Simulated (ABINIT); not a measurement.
Crystal: Mo.

```xyz
1
Lattice="-1.5838 1.5838 1.5838 1.5838 -1.5838 1.5838 1.5838 1.5838 -1.5838" Properties=species:S:1:pos:R:3 pbc="T T T"
Mo    0.0000    0.0000    0.0000
```

Base run:

- Program: ABINIT 10.8.3 (patched build)
- Functional: r2SCAN
- Potentials or basis: Ansatz PAW PBE default generated set, frozen core
- Cutoff: 490 eV
- k mesh: 12 × 12 × 12
- Occupations: fermi-dirac, width 0.05 eV
- Spin: no spin polarisation

Its results: band gap on the k mesh none (metal or under the smearing width); pressure -4.6 GPa.

Task: After a change of settings the same cell gave: band gap on the k mesh none (metal or under the smearing width); pressure -3.3 GPa. Which change was it?
A. functional from r2SCAN to PBEsol; potentials or basis from Ansatz PAW PBE default generated set, frozen core to PseudoDojo NC SR PBEsol v0.4.1 standard; cutoff from 490 eV to 1088 eV
B. potentials or basis from Ansatz PAW PBE default generated set, frozen core to PseudoDojo NC SR PBE v0.4.1 standard; cutoff from 490 eV to 1306 eV
C. potentials or basis from Ansatz PAW PBE default generated set, frozen core to JTH PAW PBE v2.0
D. potentials or basis from Ansatz PAW PBE default generated set, frozen core to Ansatz NC r2SCAN; cutoff from 490 eV to 1306 eV

Result: C.

Caveats: the PAW data sets were made with another functional, which shifts forces and pressure a little; the atomic spheres overlap (some runs).
